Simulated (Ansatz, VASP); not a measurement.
# AlAs2: VASP beside Ansatz

```
Al As
1.0
     0.00000    3.12012    3.12012
     3.12012    0.00000    3.12012
     3.12012    3.12012    0.00000
Al As
1 2
Direct
  0.00000 0.00000 0.00000
  0.25000 0.25000 0.25000
  0.75000 0.75000 0.75000
```

Alike in both runs: functional r2SCAN; k mesh 14 × 14 × 14; occupations gaussian, width 0.1 eV; no spin polarisation.

Ansatz relaxed the structure, and its values are those at the end. VASP's run is a single point on that final structure, the one shown.

|  | VASP | Ansatz |
| --- | --- | --- |
| version | VASP 6.6.1 | Ansatz 0.2.0 |
| potentials or method | VASP PAW PBE potentials, release 64 (Al, As) | scalar-relativistic, plane waves, PAW |
| plane-wave cutoff (eV) | 520 | 500 |
| valence electrons in the cell | 13 | 33 |

Ansatz gave:

- gap on the k mesh at the Fermi level (eV): none
- pressure (GPa): 0.0

Q: What did VASP give for the same quantities?

A: gap on the k mesh at the Fermi level (eV): none; pressure (GPa): -0.1.

A gap of «none» marks a metal or a gap that the smearing closes. With one functional, cell and mesh, what is left measures potentials, basis and numerics. The two sets of potentials don't hold the same shells in valence.

Caveats: the PAW data sets were made with another functional, which shifts forces and pressure a little (VASP).
